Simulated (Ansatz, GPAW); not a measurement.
Given: the input of a run of Ansatz 0.2.0 on AlCu. The cell comes from a database or a generator and needn't be the stable form of this composition.

Contents of input.yaml:

```yaml
crystal:
  lattice:
    - [2.997509, 0.0, 0.0]
    - [0.0, 2.997509, 0.0]
    - [0.0, 0.0, 2.997509]
  atoms:
    - { symbol: Cu, position: [0.5, 0.5, 0.5] }
    - { symbol: Al, position: [0.0, 0.0, 0.0] }
kpoints:
  mp_grid: { grid: [9, 9, 9] }
scf:
  occupations: { method: fermi_dirac, width: 0.05 }
hamiltonian:
  xc: pbesol
  pseudopotentials: { kind: all_electron, lapw: { basis_error: 0.001 } }
output:
  forces: true
  stress: true
  eigenvalues: true
  populations: true
```

Potentials or basis: all-electron LAPW, scalar-relativistic.

Launch:

```sh
$ ansatz run input.yaml --threads 1 --pin off --max-ram 3072MiB --backend cpu --events-out ev --progress --plain --runs-dir out
```

Question: Set up the same calculation for GPAW 26.7.0 (ASE script). Potentials or basis there: PAW data sets generated for this functional, cutoff 600 eV.

Answer: As run (cutoffs and basis follow the program's own potentials, and thresholds, step limits or extra output files can differ):

File run.py:

```python
from ase import Atoms
from ase.dft.bandgap import bandgap
from ase.io import write
from ase.units import Bohr, GPa
from gpaw import GPAW, PW, setup_paths
from gpaw.elf import elf_from_dft_calculation

setup_paths.insert(0, '.')

atoms = Atoms(['Cu', 'Al'],
              cell=[[2.997509, 0.0, 0.0],
                    [0.0, 2.997509, 0.0],
                    [0.0, 0.0, 2.997509]],
              scaled_positions=[[0.5, 0.5, 0.5],
                                [0.0, 0.0, 0.0]],
              pbc=True)

calc = GPAW(mode=PW(600),
            xc='PBEsol',
            kpts={'size': (9, 9, 9), 'gamma': True},
            occupations={'name': 'fermi-dirac', 'width': 0.05},
            nbands=17,
            convergence={'density': 1e-05, 'energy': 1e-05},
            maxiter=150,
            txt='gpaw.txt')
atoms.calc = calc
energy = atoms.get_potential_energy()
forces = atoms.get_forces()
stress = atoms.get_stress()
calc.write('gs.gpw')
write('result.traj', atoms)
print(f'Energy: {energy:.6f} eV')
print('Forces (eV/A):')
print(forces.round(4))
print('Stress (GPa):', (stress / GPa).round(3))
print('Fermi level:', round(calc.get_fermi_level(), 4), 'eV')
print(f'Gap: {bandgap(calc)[0]:.4f} eV, direct: {bandgap(calc, direct=True)[0]:.4f} eV')

# fields on the real-space grid
write('density.cube', atoms, data=calc.get_pseudo_density() * Bohr**3)
write('potential.cube', atoms, data=calc.get_electrostatic_potential())
write('elf.cube', atoms, data=elf_from_dft_calculation(calc).data)
```

Potentials or basis: PAW data sets generated in the run's folder for this functional, pw.

Command:

```sh
$ gpaw-setup -f PBEsol Al Cu
$ OMP_NUM_THREADS=1 python run.py
```

Both were run:

|  | Ansatz | GPAW |
| --- | --- | --- |
| Pressure | -4.7 GPa | -3.8 GPa |

Where Ansatz's input types no cutoff or centring, it takes its own default and a Γ-centred mesh.

Pressure is positive in compression.
